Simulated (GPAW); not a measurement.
## ZnS: dielectric tensor with PBE

**Measured values to compare with.**

From a printed reference work, monograph, for a bulk crystal of ZnS: high-frequency dielectric constant 5.14.

ZnS:

```
CELL_PARAMETERS angstrom
0.00000 2.75499 2.75499
2.75499 0.00000 2.75499
2.75499 2.75499 0.00000
ATOMIC_POSITIONS crystal
Zn 0.75000 0.75000 0.75000
S 0.00000 0.00000 0.00000
```

```yaml
Program: GPAW 26.7.0
Task: dielectric tensor
Functional: PBE
Potentials_or_basis: GPAW PAW data sets (gpaw-data 1.2.1)
Cutoff: 450 eV
Basis: pw
k_mesh: 7 × 7 × 7
Occupations: fermi-dirac, width 0.001 eV
Spin: no spin polarisation
Response_ecut: 80 eV
Maxiter: 150
Response_k_mesh: 21 × 21 × 21
Response_bands: 29
Kernels: "[\"RPA\"]"
Coarser_k_mesh: 21 × 21 × 21
```

* Band gap on the k mesh: 1.86 eV, direct
* Electronic dielectric tensor (diagonal): 5.61

Electronic dielectric tensor:
```
5.61 0.00 0.00
0.00 5.61 0.00
0.00 0.00 5.61
```

Wall time 3 min on 1 thread of Arm Neoverse V1, with other jobs on the host, peak memory 0.48 GiB.

The gap isn't set beside the measured one, since this odd mesh misses points on the zone boundary. A measured high-frequency dielectric constant of ZnS is 5.14 (a printed reference work, monograph); the calculated 5.61 misses it by +9.1 %.

Caveat: the long-wavelength limit can be off by several per cent where d states take part; an odd mesh through Γ misses points on the zone boundary, where band edges often lie.
